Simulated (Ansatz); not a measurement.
**Ionic part of the dielectric constant of ZrO2 at 4 GPa, mode by mode**

Theory: DFT PBE, scalar-relativistic, plane waves, PAW (Ansatz 0.2.0). Plane waves to 420 eV; Γ-centred k mesh 8×8×8; fixed occupations. No spin polarisation. Phonons by linear response, acoustic sum rule imposed.

The structure is cubic, space group Fm-3m (No. 225). The conventional cell has a = 5.088 Å, b = 5.088 Å, c = 5.088 Å, α = 90.00°, β = 90.00°, γ = 90.00°. Zr (site symmetry m-3m) has 8 O at 2.20 Å as nearest neighbours. Around O (site symmetry -43m) lie 4 Zr at 2.20 Å.

The primitive cell has V = 32.93 Å³ and ε∞,yy = 5.791. Each polar mode adds Δε = (4.92064×10⁷/V)·S/ν² along y, with S its oscillator strength in e²/amu, ν in cm⁻¹ and V in Å³.

Question: From these modes, find each Δε and ε0,yy.
| ν (cm⁻¹) | S_yy (e²/amu) |
| --- | --- |
| 238.4 | 1.395 |

Answer:
```
ν (cm⁻¹)     Δε
   238.4  36.70
```

The sum is 36.696, so ε0,yy = 42.49; the run's tensor has 42.49.

Question: Where do the longitudinal modes lie for a wave vector along y?

Answer: At 646 cm⁻¹. The Lyddane–Sachs–Teller product Π(ν_LO/ν_TO)² = 7.34 matches ε0/ε∞ = 7.34.

This fluorite-type form isn't the usual stable structure of the compound at low pressure.

Cost: 1 run of about 0.15 core-minutes, on AMD EPYC 9R45 (Zen 5) (shared hosts).